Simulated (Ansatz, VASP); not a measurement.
Mo: VASP beside Ansatz

INCAR

```
ALGO = Normal
EDIFF = 1E-7
ENCUT = 520
GGA = PE
ISIF = 2
ISMEAR = -1
LASPH = T
LCHARG = T
LELF = T
LREAL = F
LVHAR = T
LWAVE = F
NBANDS = 13
NELM = 100
PREC = Accurate
SIGMA = 0.05
```

KPOINTS

```
k-points
0
Gamma
  12 12 12
```

The input POSCAR:

```
Mo
1.0
   -1.5521327925      1.5521327925      1.5838089719
    1.5521327925     -1.5521327925      1.5838089719
    1.5521327925      1.5521327925     -1.5838089719
Mo
1
Direct
    0.0000000000      0.0000000000      0.0000000000
```

File input.yaml:

```yaml
crystal:
  lattice:
    - [-1.5521327925, 1.5521327925, 1.5838089719]
    - [1.5521327925, -1.5521327925, 1.5838089719]
    - [1.5521327925, 1.5521327925, -1.5838089719]
  atoms:
    - { symbol: Mo, position: [0.0, 0.0, 0.0] }
hamiltonian:
  xc: pbe
  pseudopotentials: { kind: paw }
kpoints:
  mp_grid: { grid: [12, 12, 12] }
scf:
  occupations: { method: fermi_dirac, width: 0.05 }
output:
  forces: true
  stress: true
  eigenvalues: true
```

Change from the starting cell: strain = -0.02.

Alike in both runs: task single point; functional PBE; k mesh 12 × 12 × 12; occupations fermi-dirac, width 0.05 eV; no spin polarisation.

```csv
,VASP,Ansatz
version,VASP 6.6.1,Ansatz 0.2.0
potentials or method,"VASP PAW PBE potentials, release 64 (Mo_sv)",Ansatz PAW
plane-wave cutoff (eV),520,420
valence electrons in the cell,14,14
```

Ansatz gave:

- gap on the k mesh at the Fermi level (eV): none
- pressure (GPa): 9.4
- largest component of the traceless stress (GPa): 5.07

Q: Which values does VASP return?

A: gap on the k mesh at the Fermi level (eV): none; pressure (GPa): 10.0; largest component of the traceless stress (GPa): 5.08.

A gap of «none» marks a metal or a gap that the smearing closes. With one functional, cell and mesh, what is left measures potentials, basis and numerics.
